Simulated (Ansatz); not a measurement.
# PbS (Cmcm) in Ansatz: a series of runs, part 2 of 2

Ansatz 0.2.0. The steps go on from the part before.

## (3) Single point, PBE

Input file input.yaml:

```yaml
crystal:
  lattice:
    - [2.079952695, -5.991296865, 0.0]
    - [2.079952695, 5.991296865, 0.0]
    - [0.0, 0.0, 4.27932094]
  atoms:
    - { symbol: Pb, position: [0.13056335, 0.86943665, 0.25] }
    - { symbol: Pb, position: [0.86943665, 0.13056335, 0.75] }
    - { symbol: S, position: [0.35479709, 0.64520291, 0.25] }
    - { symbol: S, position: [0.64520291, 0.35479709, 0.75] }
hamiltonian:
  xc: pbe
  pseudopotentials: { kind: paw }
kpoints:
  mp_grid: { grid: [7, 7, 6] }
scf:
  occupations: { method: gaussian, width: 0.016 }
output:
  forces: true
  stress: true
  eigenvalues: true
  write_density: true
  write_potential: true
  elf: true
  volumetric_format: npy
```

Potentials or basis: Ansatz PAW.

Command:

```bash
$ ansatz run input.yaml --threads 2 --pin off --max-ram 5632MiB --backend cpu --events-out ev --progress --plain --runs-dir out
```

The program printed:

```text
Warning: RAYON_NUM_THREADS=2 ignored (pool sized by the plan → 2); use --threads N
Engine: ansatz 0.2.0, x86_64-unknown-linux-gnu
Pseudopotentials: kind: paw
Pseudopotential: Pb, paw, valence charge 14, recommended cutoff 420 eV (normal), Pb.paw.azcp
Pseudopotential: S, paw, valence charge 6, recommended cutoff 420 eV (normal), S.paw.azcp
Functional definition: PBE
  parameter kappa = 0.804
  parameter beta = 0.06672455060314922
  exchange = pbe_x(kappa = kappa, mu = beta*pi^2/3)
  correlation = pbe_c(beta = beta)
Crystal: 4 atoms, lattice volume = 106.654 Å³
Basis set: ecut = 420 eV, 2077 PW (Γ), exchange–correlation on 90×90×60 points (8 copies of the dense FFT grid, shifted against one another)
Bands: 24, of which v1, the nominal top of the filled ones, is band 20 counted from 1 (19 counted from 0)
Symmetry: 8 space group operations
Space group: Cmcm (ITA 63), of the structure as read, at distance tolerance 4.7e-5 Å
k-points: 64 of 294
Non-local potential: Pb, projectors of the file, l = 0: 2, l = 1: 2, l = 2: 2, l = 3: 2
Non-local potential: S, projectors of the file, l = 0: 2, l = 1: 2, l = 2: 2
PAW form: soft (Blöchl's): semilocal exchange-correlation on the pseudo side does not see the compensation charge
PAW one-centre angular grid: Pb, 590 points (default); XC on 64 Gauss nodes
PAW one-centre angular grid: S, 110 points (default); XC on 64 Gauss nodes
Initial density: superposition of atomic densities (neutral atoms: chi_scale 0, normalization atom), corrected by the library's trained network
Initial wavefunctions: pseudopotential atomic-orbital guess
Functional: x = pbe(κ = 0.804, μ = 0.2195149727645171), c = pbe(β = 0.06672455060314922)
SCF iter   1: F=—  HF=-25618.982820 eV  |F-HF|=—  |Δ(HF+E_count)|=         —  Δρ=9.39e-4  dr2=8.92e-4  ethr=1.77e-3  ⟨swp⟩=7.4  Hψ=7846  notcnv=0
preconditioner: auto → Resta (q_TF=auto, 2.317 Å⁻¹)  ε∞=3.6  [insulator: Δε(μ)=1.261 eV  Ē_g=13.973 eV  σ=0.016 eV  W_gap=1.00  n_scr=26 (ndim 8)  ℏωp=22.7 eV  f_vac=0.000  D(μ)=0.00/eV (n_scr^D=0)  ε∞_Penn≈3.6]
SCF iter   2: F=—  HF=-25618.980854 eV  |F-HF|=—  |Δ(HF+E_count)|=   1.97e-3  Δρ=5.74e-4  dr2=3.91e-4  ethr=2.23e-6  ⟨swp⟩=2.2  Hψ=3528  notcnv=0
SCF iter   3: F=—  HF=-25618.981041 eV  |F-HF|=—  |Δ(HF+E_count)|=   1.87e-4  Δρ=2.57e-4  dr2=6.70e-5  ethr=9.78e-7  ⟨swp⟩=2.0  Hψ=3032  notcnv=0
SCF iter   4: F=—  HF=-25618.980977 eV  |F-HF|=—  |Δ(HF+E_count)|=   6.34e-5  Δρ=1.19e-4  dr2=1.35e-5  ethr=1.67e-7  ⟨swp⟩=2.3  Hψ=2839  notcnv=0
SCF iter   5: F=—  HF=-25618.980976 eV  |F-HF|=—  |Δ(HF+E_count)|=   6.68e-7  Δρ=2.09e-5  dr2=5.71e-7  ethr=3.39e-8  ⟨swp⟩=2.0  Hψ=2739  notcnv=0
SCF iter   6: F=—  HF=-25618.980977 eV  |F-HF|=—  |Δ(HF+E_count)|=   2.87e-7  Δρ=1.40e-5  dr2=2.02e-7  ethr=2.50e-10  ⟨swp⟩=10.6  Hψ=12638  notcnv=0
SCF iter   7: F=-25618.980977 eV  HF=-25618.980977 eV  |F-HF|=1.04e-8  |Δ(HF+E_count)|=   5.17e-8  Δρ=3.77e-6  dr2=1.32e-8  ethr=2.50e-10  ⟨swp⟩=8.3  Hψ=10008  notcnv=0
SCF 1 converged in 7 iterations: F = -25618.980977 eV  dr2 = 1.32e-8
SCF converged after 7 iterations
Free energy (F): -25618.980977 eV
Harris-Foulkes:  -25618.980977 eV  (|F-HF|=1.04e-8)
Internal energy: -25618.980977 eV  (E = F + TS)
E sigma→0 (E₀):  -25618.980977 eV
Fermi energy:    8.055505 eV
--- Per-component energies (eV) ---
  E_band       = -124.159999
  E_kinetic    = 787.362713
  E_local      = -2524.156218  (includes V_loc(G=0)·N_el)
  E_nonlocal   = 757.268781
  E_hartree    = 984.533832
  E_xc         = -636.090712
  E_vxc        = -439.842028  (∫ρ·V_xc dr)
  E_paw        = -22008.653851  (= ΣΔE_a)
  E_vpaw       = -673.865760  (= ΣTr[D̂ρ^β])
  E_aug_tail   = 0.000098  (compensation charges beyond the density's cutoff)
  E_ewald      = -2979.245620
  E_smearing   = -0.000000  (= −TS)
  E_closure    = 0.000000  (closes the sum)
  Σ components = -25618.980977   (vs F -25618.980977, Δ=0.00e0)
--- Forces (eV/Å), atoms counted from 1 ---
  atom   1  Pb     0.00000000     0.07522402     0.00000000
  atom   2  Pb     0.00000000    -0.07522402     0.00000000
  atom   3  S      0.00000000    -0.10157639     0.00000000
  atom   4  S      0.00000000     0.10157639     0.00000000
  max |Σ_I F_I| component: 4.16e-17 eV/Å
--- Stress (GPa, compression-positive) ---
        0.955686       0.000000       0.000000
        0.000000       1.355200       0.000000
        0.000000       0.000000       0.886380
  P = ⅓ Tr σ = 1.0658 GPa (10.658 kbar)
--- Band table (eV; the first three rows and the last of 64) ---
  k-point 0: bands = ["-8.9063", "-8.8078", "-8.7985", "-8.7978", "-8.7624", "-8.7562", "-8.7478", "-8.7421", "-8.7270", "-8.6839", "-5.4741", "-3.6899", "0.7102", "1.6488", "3.3049", "4.5668", "5.1207", "5.8474", "6.0222", "7.0033", "12.1549", "12.2170", "12.3773", "13.0745"]
  k-point 1: bands = ["-8.8896", "-8.8083", "-8.8014", "-8.7840", "-8.7668", "-8.7641", "-8.7571", "-8.7308", "-8.7224", "-8.6943", "-5.3183", "-3.6977", "0.3071", "1.2673", "3.4681", "4.9919", "5.3224", "6.0147", "6.3803", "6.8348", "11.5293", "11.6670", "11.8515", "12.3290"]
  k-point 2: bands = ["-8.8549", "-8.8135", "-8.7892", "-8.7833", "-8.7823", "-8.7637", "-8.7503", "-8.7222", "-8.7194", "-8.7179", "-4.8825", "-3.8427", "-0.2286", "0.4755", "3.9926", "5.3984", "5.8505", "6.3673", "6.7457", "7.1110", "10.0748", "10.2186", "10.5549", "11.2281"]
  k-point 63: bands = ["-8.8383", "-8.8383", "-8.7784", "-8.7784", "-8.7633", "-8.7633", "-8.7298", "-8.7298", "-8.7275", "-8.7275", "-4.2406", "-4.2406", "-0.5476", "-0.5476", "6.1579", "6.1579", "6.2875", "6.2875", "7.0624", "7.0624", "9.2499", "9.2499", "10.6807", "10.6807"]
```

rho_z.tsv:

```text
# z_ang	rho[e/angstrom^3]
# format = ansatz-planar-average/11
# lattice	2.079952695	-5.991296865	0.000000000
# lattice	2.079952695	5.991296865	0.000000000
# lattice	0.000000000	0.000000000	4.279320940
# sites	4
# site	82	2.079952695	4.426809286	1.069830235
# site	82	2.079952695	-4.426809286	3.209490705
# site	16	2.079952695	1.739907479	1.069830235
# site	16	2.079952695	-1.739907479	3.209490705
0.000000	1.712112e-1
0.142644	1.846222e-1
0.285288	2.258660e-1
0.427932	2.944497e-1
0.570576	3.830021e-1
0.713220	4.768656e-1
[... 22 lines left out ...]
3.994033	2.258660e-1
4.136677	1.846222e-1
```

v_z.tsv:

```text
# z_ang	v_es[eV]	v_tot[eV]
# format = ansatz-planar-average/11
# xc	pbe
# density_cutoff_ev	1680
# datasets	Pb=:simpson_from_first_knot:soft	S=:simpson_from_first_knot:soft
# lattice	2.079952695	-5.991296865	0.000000000
# lattice	2.079952695	5.991296865	0.000000000
# lattice	0.000000000	0.000000000	4.279320940
# sites	4
# site	82	2.079952695	4.426809286	1.069830235
# site	82	2.079952695	-4.426809286	3.209490705
# site	16	2.079952695	1.739907479	1.069830235
# site	16	2.079952695	-1.739907479	3.209490705
0.000000	8.427510e0	-4.517411e-2
0.142644	7.949116e0	-6.260377e-1
0.285288	6.677632e0	-2.173387e0
0.427932	4.987011e0	-4.256089e0
0.570576	3.379714e0	-6.310771e0
0.713220	2.230585e0	-7.922162e0
[... 22 lines left out ...]
3.994033	6.677632e0	-2.173387e0
4.136677	7.949116e0	-6.260377e-1
```

It took 12 s on 2 threads of Intel Xeon at 2.70GHz, shared host; peak memory 0.48 GiB.

What came out:

* Free energy: -25618.9810 eV
* Pressure: 1.1 GPa
* Largest force: 0.102 eV/Å
* Band gap on the k mesh: 1.25 eV, indirect (least direct gap 1.43 eV)

Forces in eV/Å, atoms in the order of the input:
```
Pb   0.000  0.075  0.000
Pb   0.000 -0.075  0.000
S    0.000 -0.102  0.000
S    0.000  0.102  0.000
```

Stress tensor (GPa, compression positive):
```
0.96 0.00 0.00
0.00 1.36 0.00
0.00 0.00 0.89
```

Caveat: odd divisions of the mesh miss points on the zone boundary, where band edges often lie, so the gap on the mesh can be too wide; spin-orbit coupling is left out, which as a rule narrows the gap of such compounds by several tenths of an eV. A k mesh can miss the band edges.

## (4) Single point, PBE

input.yaml, as its differences from that of step 3:

```diff
@@ -16,3 +16,3 @@
 scf:
-  occupations: { method: gaussian, width: 0.016 }
+  occupations: { method: gaussian, width: 0.017 }
 output:
```

Potentials or basis: Ansatz PAW.

Command:

```bash
$ ansatz run input.yaml --threads 2 --pin off --max-ram 5632MiB --backend cpu --events-out ev --progress --plain --runs-dir out
```

The program printed:

```text
Warning: RAYON_NUM_THREADS=2 ignored (pool sized by the plan → 2); use --threads N
Engine: ansatz 0.2.0, x86_64-unknown-linux-gnu
Pseudopotentials: kind: paw
Pseudopotential: Pb, paw, valence charge 14, recommended cutoff 420 eV (normal), Pb.paw.azcp
Pseudopotential: S, paw, valence charge 6, recommended cutoff 420 eV (normal), S.paw.azcp
Functional definition: PBE
  parameter kappa = 0.804
  parameter beta = 0.06672455060314922
  exchange = pbe_x(kappa = kappa, mu = beta*pi^2/3)
  correlation = pbe_c(beta = beta)
Crystal: 4 atoms, lattice volume = 106.654 Å³
Basis set: ecut = 420 eV, 2077 PW (Γ), exchange–correlation on 90×90×60 points (8 copies of the dense FFT grid, shifted against one another)
Bands: 24, of which v1, the nominal top of the filled ones, is band 20 counted from 1 (19 counted from 0)
Symmetry: 8 space group operations
Space group: Cmcm (ITA 63), of the structure as read, at distance tolerance 4.7e-5 Å
k-points: 64 of 294
Non-local potential: Pb, projectors of the file, l = 0: 2, l = 1: 2, l = 2: 2, l = 3: 2
Non-local potential: S, projectors of the file, l = 0: 2, l = 1: 2, l = 2: 2
PAW form: soft (Blöchl's): semilocal exchange-correlation on the pseudo side does not see the compensation charge
PAW one-centre angular grid: Pb, 590 points (default); XC on 64 Gauss nodes
PAW one-centre angular grid: S, 110 points (default); XC on 64 Gauss nodes
Initial density: superposition of atomic densities (neutral atoms: chi_scale 0, normalization atom), corrected by the library's trained network
Initial wavefunctions: pseudopotential atomic-orbital guess
Functional: x = pbe(κ = 0.804, μ = 0.2195149727645171), c = pbe(β = 0.06672455060314922)
SCF iter   1: F=—  HF=-25618.982820 eV  |F-HF|=—  |Δ(HF+E_count)|=         —  Δρ=9.39e-4  dr2=8.92e-4  ethr=1.77e-3  ⟨swp⟩=7.4  Hψ=7846  notcnv=0
preconditioner: auto → Resta (q_TF=auto, 2.317 Å⁻¹)  ε∞=3.6  [insulator: Δε(μ)=1.261 eV  Ē_g=13.973 eV  σ=0.017 eV  W_gap=1.00  n_scr=26 (ndim 8)  ℏωp=22.7 eV  f_vac=0.000  D(μ)=0.00/eV (n_scr^D=0)  ε∞_Penn≈3.6]
SCF iter   2: F=—  HF=-25618.980854 eV  |F-HF|=—  |Δ(HF+E_count)|=   1.97e-3  Δρ=5.74e-4  dr2=3.91e-4  ethr=2.23e-6  ⟨swp⟩=2.1  Hψ=3509  notcnv=0
SCF iter   3: F=—  HF=-25618.981041 eV  |F-HF|=—  |Δ(HF+E_count)|=   1.87e-4  Δρ=2.57e-4  dr2=6.70e-5  ethr=9.78e-7  ⟨swp⟩=2.0  Hψ=2922  notcnv=0
SCF iter   4: F=—  HF=-25618.980977 eV  |F-HF|=—  |Δ(HF+E_count)|=   6.34e-5  Δρ=1.19e-4  dr2=1.35e-5  ethr=1.67e-7  ⟨swp⟩=2.3  Hψ=2839  notcnv=0
SCF iter   5: F=—  HF=-25618.980976 eV  |F-HF|=—  |Δ(HF+E_count)|=   6.67e-7  Δρ=2.09e-5  dr2=5.71e-7  ethr=3.39e-8  ⟨swp⟩=2.0  Hψ=2739  notcnv=0
SCF iter   6: F=—  HF=-25618.980977 eV  |F-HF|=—  |Δ(HF+E_count)|=   2.87e-7  Δρ=1.40e-5  dr2=2.02e-7  ethr=2.50e-10  ⟨swp⟩=11.0  Hψ=12743  notcnv=0
SCF iter   7: F=-25618.980977 eV  HF=-25618.980977 eV  |F-HF|=1.03e-8  |Δ(HF+E_count)|=   5.17e-8  Δρ=3.77e-6  dr2=1.32e-8  ethr=2.50e-10  ⟨swp⟩=8.3  Hψ=10008  notcnv=0
SCF 1 converged in 7 iterations: F = -25618.980977 eV  dr2 = 1.32e-8
SCF converged after 7 iterations
Free energy (F): -25618.980977 eV
Harris-Foulkes:  -25618.980977 eV  (|F-HF|=1.03e-8)
Internal energy: -25618.980977 eV  (E = F + TS)
E sigma→0 (E₀):  -25618.980977 eV
Fermi energy:    8.055514 eV
--- Per-component energies (eV) ---
  E_band       = -124.160000
  E_kinetic    = 787.362713
  E_local      = -2524.156220  (includes V_loc(G=0)·N_el)
  E_nonlocal   = 757.268782
  E_hartree    = 984.533833
  E_xc         = -636.090711
  E_vxc        = -439.842028  (∫ρ·V_xc dr)
  E_paw        = -22008.653851  (= ΣΔE_a)
  E_vpaw       = -673.865761  (= ΣTr[D̂ρ^β])
  E_aug_tail   = 0.000098  (compensation charges beyond the density's cutoff)
  E_ewald      = -2979.245620
  E_smearing   = -0.000000  (= −TS)
  E_closure    = 0.000000  (closes the sum)
  Σ components = -25618.980977   (vs F -25618.980977, Δ=0.00e0)
--- Forces (eV/Å), atoms counted from 1 ---
  atom   1  Pb     0.00000000     0.07522400     0.00000000
  atom   2  Pb     0.00000000    -0.07522400     0.00000000
  atom   3  S      0.00000000    -0.10157638     0.00000000
  atom   4  S      0.00000000     0.10157638     0.00000000
  max |Σ_I F_I| component: 1.39e-17 eV/Å
--- Stress (GPa, compression-positive) ---
        0.955686       0.000000       0.000000
        0.000000       1.355200       0.000000
        0.000000       0.000000       0.886380
  P = ⅓ Tr σ = 1.0658 GPa (10.658 kbar)
--- Band table (eV; the first three rows and the last of 64) ---
  k-point 0: bands = ["-8.9063", "-8.8078", "-8.7985", "-8.7978", "-8.7624", "-8.7562", "-8.7478", "-8.7421", "-8.7270", "-8.6839", "-5.4741", "-3.6899", "0.7102", "1.6488", "3.3049", "4.5668", "5.1207", "5.8474", "6.0222", "7.0033", "12.1549", "12.2170", "12.3773", "13.0745"]
  k-point 1: bands = ["-8.8896", "-8.8083", "-8.8014", "-8.7840", "-8.7668", "-8.7641", "-8.7571", "-8.7308", "-8.7224", "-8.6943", "-5.3183", "-3.6977", "0.3071", "1.2673", "3.4681", "4.9919", "5.3224", "6.0147", "6.3803", "6.8348", "11.5293", "11.6670", "11.8515", "12.3290"]
  k-point 2: bands = ["-8.8549", "-8.8135", "-8.7892", "-8.7833", "-8.7823", "-8.7637", "-8.7503", "-8.7222", "-8.7194", "-8.7179", "-4.8825", "-3.8427", "-0.2286", "0.4755", "3.9926", "5.3984", "5.8505", "6.3673", "6.7457", "7.1110", "10.0748", "10.2186", "10.5549", "11.2281"]
  k-point 63: bands = ["-8.8383", "-8.8383", "-8.7784", "-8.7784", "-8.7633", "-8.7633", "-8.7298", "-8.7298", "-8.7275", "-8.7275", "-4.2406", "-4.2406", "-0.5476", "-0.5476", "6.1579", "6.1579", "6.2875", "6.2875", "7.0624", "7.0624", "9.2499", "9.2499", "10.6807", "10.6807"]
```

rho_z.tsv:

```text
# z_ang	rho[e/angstrom^3]
# format = ansatz-planar-average/11
# lattice	2.079952695	-5.991296865	0.000000000
# lattice	2.079952695	5.991296865	0.000000000
# lattice	0.000000000	0.000000000	4.279320940
# sites	4
# site	82	2.079952695	4.426809286	1.069830235
# site	82	2.079952695	-4.426809286	3.209490705
# site	16	2.079952695	1.739907479	1.069830235
# site	16	2.079952695	-1.739907479	3.209490705
0.000000	1.712112e-1
0.142644	1.846222e-1
0.285288	2.258660e-1
0.427932	2.944497e-1
0.570576	3.830021e-1
0.713220	4.768656e-1
[... 22 lines left out ...]
3.994033	2.258660e-1
4.136677	1.846222e-1
```

v_z.tsv:

```text
# z_ang	v_es[eV]	v_tot[eV]
# format = ansatz-planar-average/11
# xc	pbe
# density_cutoff_ev	1680
# datasets	Pb=:simpson_from_first_knot:soft	S=:simpson_from_first_knot:soft
# lattice	2.079952695	-5.991296865	0.000000000
# lattice	2.079952695	5.991296865	0.000000000
# lattice	0.000000000	0.000000000	4.279320940
# sites	4
# site	82	2.079952695	4.426809286	1.069830235
# site	82	2.079952695	-4.426809286	3.209490705
# site	16	2.079952695	1.739907479	1.069830235
# site	16	2.079952695	-1.739907479	3.209490705
0.000000	8.427510e0	-4.517411e-2
0.142644	7.949116e0	-6.260377e-1
0.285288	6.677632e0	-2.173387e0
0.427932	4.987011e0	-4.256089e0
0.570576	3.379714e0	-6.310771e0
0.713220	2.230585e0	-7.922162e0
[... 22 lines left out ...]
3.994033	6.677632e0	-2.173387e0
4.136677	7.949116e0	-6.260377e-1
```

Wall time 7.5 s (2 threads of Intel Xeon at 2.70GHz, shared host); peak memory 0.48 GiB.

Results:

| Property | Result |
| --- | --- |
| Free energy | -25618.9810 eV |
| Pressure | 1.1 GPa |
| Largest force | 0.102 eV/Å |
| Band gap on the k mesh | 1.25 eV, indirect (least direct gap 1.43 eV) |

Forces in eV/Å, atoms in the order of the input:
```
Pb   0.000  0.075  0.000
Pb   0.000 -0.075  0.000
S    0.000 -0.102  0.000
S    0.000  0.102  0.000
```

Stress tensor (GPa, compression positive):
```
0.96 0.00 0.00
0.00 1.36 0.00
0.00 0.00 0.89
```

Levels at points of the mesh, in eV from the valence-band top:
```tsv
k point	band 17	band 18	band 19	band 20	band 21	band 22	band 23	band 24
(0.00, 0.00, 0.00)	-2.31	-1.58	-1.41	-0.42	4.73	4.79	4.95	5.65
(0.00, 0.00, -0.50)	-1.05	-1.05	-0.04	-0.04	1.89	1.89	2.86	2.86
```

Caveat: odd divisions of the mesh miss points on the zone boundary, where band edges often lie, so the gap on the mesh can be too wide; spin-orbit coupling is left out, which as a rule narrows the gap of such compounds by several tenths of an eV. A k mesh can miss the band edges.

## (5) Overview

```tsv
task	level	cell	smearing	gap on the mesh (eV)	pressure (GPa)	largest force (eV/Å)
relaxation of cell and atoms	PBEsol	relaxed	fermi-dirac 0.05 eV	1.08	0.0	0.01
single point	PBE	as given	gaussian 0.016 eV	1.25	1.1	0.10
single point	PBE	as given	gaussian 0.017 eV	1.25	1.1	0.10
```

Alike in all rows: potentials or basis Ansatz PAW; no spin polarisation; k mesh 7 × 7 × 6; cutoff (eV) 420.

Caveats: odd divisions of the mesh miss points on the zone boundary, where band edges often lie, so the gap on the mesh can be too wide; spin-orbit coupling is left out, which as a rule narrows the gap of such compounds by several tenths of an eV; the plane-wave basis is chosen anew once the cell has moved, so the energies of steps on either side of that aren't comparable (some runs); the PAW data sets come from PBE, with cores solved anew for the run's functional, which leaves a small shift of forces and pressure (some runs).

Total energies depend on the potentials used, so only differences within one code and one set of settings carry meaning.
